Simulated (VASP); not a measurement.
# ZrS (Fm-3m) in VASP: single point with PBEsol

Aim: the single point of ZrS with PBEsol.

All numbers are computed with VASP 6.6.1; they aren't measurements. Logs are shortened: lines on timing, memory, paths and dates and some standing lists are left out, and cuts for length are marked.

## Step 1: The crystal as given

It takes space group Fm-3m (No. 225, cubic). Conventional cell: a = 5.250 Å, b = 5.250 Å, c = 5.250 Å, α = 90.00°, β = 90.00°, γ = 90.00°. Around Zr (site symmetry m-3m) lie 6 S at 2.62 Å. Around S (site symmetry m-3m) lie 6 Zr at 2.62 Å.

## Step 2: Single point, PBEsol

File INCAR:

```
SYSTEM = ZrS
PREC = Accurate ; ENCUT = 520
EDIFF = 1E-6 ; ISMEAR = -1
SIGMA = 0.01 ; LREAL = .False.
LASPH = .True. ; NELM = 100
ALGO = Normal ; ISIF = 2
LWAVE = .False. ; LCHARG = .False.
GGA = PS ; NBANDS = 16
ISYM = 0
```

File KPOINTS:

```
Automatic mesh
0
Gamma
  6 6 6
  0.5 0.5 0.5
```

File POSCAR:

```
ZrS
1.0
    0.0000000000      2.6250000000      2.6250000000
    2.6250000000      0.0000000000      2.6250000000
    2.6250000000      2.6250000000      0.0000000000
Zr S
1 1
Direct
    0.0000000000      0.0000000000      0.0000000000
    0.5000000000      0.5000000000      0.5000000000
```

Potentials or basis: VASP PAW PBE potentials, release 64 (Zr_sv, S).

Launch:

```bash
$ cat potpaw_PBE.64/Zr_sv/POTCAR potpaw_PBE.64/S/POTCAR > POTCAR
$ mpirun -np 1 vasp_std > vasp.out
```

OUTCAR:

```text
SYSTEM = ZrS
   PREC = Accurate
   ENCUT = 520
   EDIFF = 1E-6
   ISMEAR = -1
   LREAL = .False.
   LASPH = .True.
   NELM = 100
   ISIF = 2
   GGA = PS
   ISYM = 0

 ion  position               nearest neighbor table
   1  0.000  0.000  0.000-   2 2.62   2 2.62   2 2.62   2 2.62   2 2.62   2 2.62
   2  0.500  0.500  0.500-   1 2.62   1 2.62   1 2.62   1 2.62   1 2.62   1 2.62

IMPORTANT INFORMATION: All symmetrisations will be switched off!
NOSYMM: (Re-)initialisation of all symmetry stuff for point group C_1.

----------------------------------------------------------------------------------------

                                     Primitive cell

  volume of cell :      36.1758

  direct lattice vectors                    reciprocal lattice vectors
     0.000000000  2.625000000  2.625000000    -0.190476190  0.190476190  0.190476190
     2.625000000  0.000000000  2.625000000     0.190476190 -0.190476190  0.190476190
     2.625000000  2.625000000  0.000000000     0.190476190  0.190476190 -0.190476190

  length of vectors
     3.712310601  3.712310601  3.712310601     0.329914440  0.329914440  0.329914440

  position of ions in fractional coordinates (direct lattice)
     0.000000000  0.000000000  0.000000000
     0.500000000  0.500000000  0.500000000

  ion indices of the primitive-cell ions
   primitive index   ion index
                 1           1
                 2           2

----------------------------------------------------------------------------------------

 KPOINTS: Automatic mesh

Automatic generation of k-mesh.
 Grid dimensions read from file:
 generate k-points for:    6    6    6

 Generating k-lattice:

  Cartesian coordinates                     Fractional coordinates (reciprocal lattice)
    -0.031746032  0.031746032  0.031746032     0.166666667  0.000000000  0.000000000
     0.031746032 -0.031746032  0.031746032     0.000000000  0.166666667  0.000000000
     0.031746032  0.031746032 -0.031746032     0.000000000  0.000000000  0.166666667

  Length of vectors
     0.054985740  0.054985740  0.054985740

  Shift w.r.t. Gamma in fractional coordinates (k-lattice)
     0.500000000  0.500000000  0.500000000

 Subroutine IBZKPT returns following result:
 ===========================================

 Found    432 irreducible k-points:

 Following reciprocal coordinates:
            Coordinates               Weight
  0.083333  0.083333  0.083333      2.000000
  0.083333  0.000000  0.000000      2.000000
  0.000000  0.000000 -0.083333      2.000000
  0.000000  0.083333  0.000000      2.000000
  0.250000  0.083333  0.083333      2.000000
  0.083333  0.250000  0.083333      2.000000
[... 16 lines left out ...]
  0.000000  0.333333 -0.083333      2.000000
  0.333333  0.000000 -0.083333      2.000000
 [... further k-points ...]
   k-points           NKPTS =    432   k-points in BZ     NKDIM =    432   number of bands    NBANDS=     16
   number of dos      NEDOS =    301   number of ions     NIONS =      2
   total plane-waves  NPLWV =  21952
   dimension x,y,z NGX =    28 NGY =   28 NGZ =   28
   dimension x,y,z NGXF=    56 NGYF=   56 NGZF=   56
   ions per type =               1   1
   NGX,Y,Z   is equivalent  to a cutoff of  12.54, 12.54, 12.54 a.u.
   NGXF,Y,Z  is equivalent  to a cutoff of  25.08, 25.08, 25.08 a.u.
 SYSTEM =  ZrS
   PREC   = accura    normal or accurate (medium, high low for compatibility)
   ISTART =      0    job   : 0-new  1-cont  2-samecut
   ICHARG =      2    charge: 1-file 2-atom 10-const
   ISPIN  =      1    spin polarized calculation?
   LNONCOLLINEAR =      F non collinear calculations
   LSORBIT =      F    spin-orbit coupling
   LASPH  =      T    aspherical Exc in radial PAW
   ENCUT  =  520.0 eV  38.22 Ry    6.18 a.u.   6.90  6.90  6.90*2*pi/ulx,y,z
   NELM   =    100;   NELMIN=  2; NELMDL= -5     # of ELM steps
   EDIFF  = 0.1E-05   stopping-criterion for ELM
   LREAL  =      F    real-space projection
   EDIFFG = 0.1E-04   stopping-criterion for IOM
   NSW    =      0    number of steps for IOM
   IBRION =     -1    ionic relax: 0-MD 1-quasi-New 2-CG
   NFREE  =      0    steps in history (QN), initial steepest desc. (CG)
   ISIF   =      2    stress and relaxation
   ISYM   =      0    0-nonsym 1-usesym 2-fastsym
   POTIM  = 0.5000    time-step for ionic-motion
   TEBEG  =    0.0;   TEEND  =   0.0 temperature during run
   PSTRESS=    0.0 pullay stress
   NELECT =      18.0000    total number of electrons
   NUPDOWN=      -1.0000    fix difference up-down
   EMIN   =  10.00;   EMAX   =-10.00  energy-range for DOS
   EFERMI =   0.00;   METHOD = LEGACY
   ISMEAR =    -1;   SIGMA  =   0.01  broadening in eV -4-tet -1-fermi 0-gaus
   EFERMI_NEDOS =   21; number of points for ismear=-14 and -15
   IALGO  =     38    algorithm
   IMIX   =      4    mixing-type and parameters
     AMIX     =   0.40;   BMIX     =  1.00
     AMIX_MAG =   1.60;   BMIX_MAG =  1.00
  volume/ion in A,a.u.               =      18.09       122.06
  Fermi-wavevector in a.u.,A,eV,Ry     =   1.297258  2.451462 22.896950  1.682878
  Thomas-Fermi vector in A             =   2.428662
   LORBIT       =      0    0 simple, 1 ext, 2 COOP (PROOUT), +10 PAW based schemes
   GGA     = PS    functional components
   LHFCALC =     F    Hartree Fock is set to
   AEXX    =    0.0000 exact exchange contribution
   IVDW    =     0    specifies the selected vdW correction
   LEPSILON=     F    determine dielectric tensor
   LRPA    =     F    only Hartree local field effects (RPA)
 non-spin polarized calculation
  energy-cutoff  :      520.00
  volume of cell :       36.18
 maximum number of plane-waves:       983
   NGX = 13   NGY = 13   NGZ = 13

 number of electron      18.0000000 magnetization

 Free energy of the ion-electron system (eV)
  ---------------------------------------------------
  ext. energy  EPLUGINS =         0.00000000
  ---------------------------------------------------
  free energy    TOTEN  =       -16.47496457 eV

  energy without entropy =      -16.47414859  energy(sigma->0) =      -16.47455658

 E-fermi :  10.5427     XC(G=0): -11.4602

 val. band max:       10.5195378223   @ k =   0.2500   0.0833   0.2500
 cond. band min:      10.5538736574   @ k =   0.1667   0.4167   0.1667
 fundamental gap:      0.0343358351
 Fermi energy:        10.5427171238

 k-point     1 :       0.0833    0.0833    0.0833
  band No.  band energies     occupation
      1     -39.2781      2.00000
      2     -17.3001      2.00000
      3     -17.2777      2.00000
      4     -17.2777      2.00000
      5      -5.1257      2.00000
      6       6.5610      2.00000
[... 8 lines left out ...]
     15      18.0192      0.00000
     16      22.3389      0.00000

 k-point     2 :       0.0833    0.0000    0.0000
  band No.  band energies     occupation
      1     -39.2781      2.00000
      2     -17.3001      2.00000
      3     -17.2777      2.00000
      4     -17.2777      2.00000
      5      -5.1257      2.00000
      6       6.5610      2.00000
[... 8 lines left out ...]
     15      18.0192      0.00000
     16      22.3389      0.00000

 k-point     3 :       0.0000    0.0000   -0.0833
  band No.  band energies     occupation
      1     -39.2781      2.00000
      2     -17.3001      2.00000
      3     -17.2777      2.00000
      4     -17.2777      2.00000
      5      -5.1257      2.00000
      6       6.5610      2.00000
[... 8 lines left out ...]
     15      18.0192      0.00000
     16      22.3389      0.00000

 k-point     4 :       0.0000    0.0833    0.0000
  band No.  band energies     occupation
      1     -39.2781      2.00000
      2     -17.3001      2.00000
      3     -17.2777      2.00000
      4     -17.2777      2.00000
      5      -5.1257      2.00000
      6       6.5610      2.00000
[... 8 lines left out ...]
     15      18.0192      0.00000
     16      22.3389      0.00000

 k-point     5 :       0.2500    0.0833    0.0833
  band No.  band energies     occupation
      1     -39.2700      2.00000
      2     -17.4002      2.00000
      3     -17.3040      2.00000
      4     -17.2813      2.00000
      5      -4.7096      2.00000
      6       4.9073      2.00000
[... 8 lines left out ...]
     15      18.8491      0.00000
     16      19.9829      0.00000

 k-point     6 :       0.0833    0.2500    0.0833
  band No.  band energies     occupation
      1     -39.2700      2.00000
      2     -17.4002      2.00000
      3     -17.3040      2.00000
      4     -17.2813      2.00000
      5      -4.7096      2.00000
      6       4.9073      2.00000
[... 8 lines left out ...]
     15      18.8491      0.00000
     16      19.9829      0.00000
[... 267 lines left out ...]
 k-point    21 :       0.4167    0.3333    0.3333
  band No.  band energies     occupation
      1     -39.2575      2.00000
      2     -17.5584      2.00000
      3     -17.3217      2.00000
      4     -17.2984      2.00000
      5      -3.9905      2.00000
      6       3.2405      2.00000
[... 8 lines left out ...]
     15      18.0407      0.00000
     16      18.2397      0.00000

 k-point    22 :       0.0833   -0.3333    0.0000
  band No.  band energies     occupation
      1     -39.2575      2.00000
      2     -17.5584      2.00000
      3     -17.3217      2.00000
      4     -17.2984      2.00000
      5      -3.9905      2.00000
      6       3.2405      2.00000
[... 8 lines left out ...]
     15      18.0407      0.00000
     16      18.2397      0.00000

 k-point    23 :       0.0000    0.3333   -0.0833
  band No.  band energies     occupation
      1     -39.2575      2.00000
      2     -17.5584      2.00000
      3     -17.3217      2.00000
      4     -17.2984      2.00000
      5      -3.9905      2.00000
      6       3.2405      2.00000
[... 8 lines left out ...]
     15      18.0407      0.00000
     16      18.2397      0.00000

 k-point    24 :       0.3333    0.0000   -0.0833
  band No.  band energies     occupation
      1     -39.2575      2.00000
      2     -17.5584      2.00000
      3     -17.3217      2.00000
      4     -17.2984      2.00000
      5      -3.9905      2.00000
      6       3.2405      2.00000
[... 8 lines left out ...]
     15      18.0407      0.00000
     16      18.2397      0.00000

 [... further k-points ...]

------------------------ aborting loop because EDIFF is reached ----------------------------------------

  FORCE on cell =-STRESS in cart. coord.  units (eV):
  Direction    XX          YY          ZZ          XY          YZ          ZX
  --------------------------------------------------------------------------------------
  -------------------------------------------------------------------------------------
  Total       -1.4195222     -1.4195326     -1.4195236      0.0000016      0.0000007      0.0000012
  in kB      -62.8687525    -62.8692138    -62.8688145      0.0000705      0.0000289      0.0000520
  external PRESSURE =     -62.8689269 kB  Pullay stress =       0.0000000 kB

 VOLUME and BASIS-vectors are now :
 -----------------------------------------------------------------------------
  energy-cutoff  :      520.00
  volume of cell :       36.18
      direct lattice vectors                 reciprocal lattice vectors
     0.000000000  2.625000000  2.625000000    -0.190476190  0.190476190  0.190476190
     2.625000000  0.000000000  2.625000000     0.190476190 -0.190476190  0.190476190
     2.625000000  2.625000000  0.000000000     0.190476190  0.190476190 -0.190476190

 POSITION                                       TOTAL-FORCE (eV/Angst)
 -----------------------------------------------------------------------------------
      0.00000      0.00000      0.00000        -0.000000     -0.000001     -0.000001
      2.62500      2.62500      2.62500         0.000000      0.000001      0.000001
 -----------------------------------------------------------------------------------
    total drift:                               -0.000000      0.000000     -0.000001

  FREE ENERGIE OF THE ION-ELECTRON SYSTEM (eV)
  ---------------------------------------------------
  free  energy   TOTEN  =       -16.4749645674 eV

  energy  without entropy=      -16.4741485937  energy(sigma->0) =      -16.47455658
```

Wall time 2.9 min (1 thread of Intel Xeon Platinum 8488C (Sapphire Rapids), shared host); peak memory 0.34 GiB.

What came out:

```
Free energy            : -16.4750 eV
Pressure               : -6.3 GPa
Band gap on the k mesh : none (metal or under the smearing width)
```

Caveat: the PAW data sets were made with another functional, which shifts forces and pressure a little.
